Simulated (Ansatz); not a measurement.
A run of Ansatz 0.2.0:

Contents of input.yaml:

```yaml
crystal:
  lattice:
    - [0.0, 2.024805, 2.024805]
    - [2.024805, 0.0, 2.024805]
    - [2.024805, 2.024805, 0.0]
  atoms:
    - { symbol: Al, position: [0.0, 0.0, 0.0], spin: 0.5 }
hamiltonian:
  xc: blyp
  pseudopotentials: { kind: paw, accuracy: standard }
magnetization:
  spin_polarized: true
kpoints:
  mp_grid: { grid: [11, 11, 11] }
scf:
  occupations: { method: gaussian, width: 0.1 }
  mixing: { algorithm: broyden, beta: 0.3, ndim: 4 }
output:
  forces: true
  stress: true
  eigenvalues: true
```

Potentials or basis: SSSP efficiency PAW.

Command:

```bash
$ ansatz run input.yaml --threads 1 --pin off --max-ram 2560MiB --backend cpu --events-out ev --progress --plain --runs-dir out
```

Hardware: 1 thread of Arm Neoverse V1, with other jobs on the host.

Task: How long does it take, and how much memory?

Result: Run time: 3.4 s on 1 thread of Arm Neoverse V1, with other jobs on the host, peak memory 0.27 GiB. Counts: scf iterations 15, plane waves 331, k points 56, bands 6.
